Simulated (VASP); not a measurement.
A run of VASP 6.6.1:

INCAR

```
PREC = Accurate
ENCUT = 600
EDIFF = 1E-7
ISMEAR = 1
SIGMA = 0.1
LREAL = False
LASPH = True
NELM = 80
ALGO = Normal
ISIF = 3
LWAVE = False
LCHARG = False
GGA = PS
IBRION = 2
NSW = 90
EDIFFG = -0.005
```

Contents of KPOINTS:

```
regular mesh
0
Gamma
  15 15 11
```

Contents of POSCAR:

```
HfB2                                    
1.0
    3.1265063443     -0.0000000000     -0.0000000000
   -1.5632531721      2.7076339193      0.0000000000
   -0.0000000000      0.0000000000      3.4466684840
  Hf              B             
     1     2
Direct
     0.0000000000000000    1.0000000000000000    0.0000000000000000
     0.3333333332999970    0.6666666667000030    0.5000000000000000
     0.6666666667000030    0.3333333332999970    0.5000000000000000
```

Potentials or basis: VASP PAW PBE potentials, release 64 (Hf_pv, B).

Command:

```console
$ cat potpaw_PBE.64/Hf_pv/POTCAR potpaw_PBE.64/B/POTCAR > POTCAR
$ mpirun -np 1 vasp_std > vasp.out
```

Hardware: 1 thread of Intel(R) Xeon(R) Platinum 8488C (Sapphire Rapids) (shared host).

**Question.** Estimate the wall time of this run.

**Answer.** It took 78 s on 1 thread of Intel(R) Xeon(R) Platinum 8488C (Sapphire Rapids), on a shared host, peak memory 0.23 GiB. Counts: scf iterations 25, k points 162, ion steps 3.
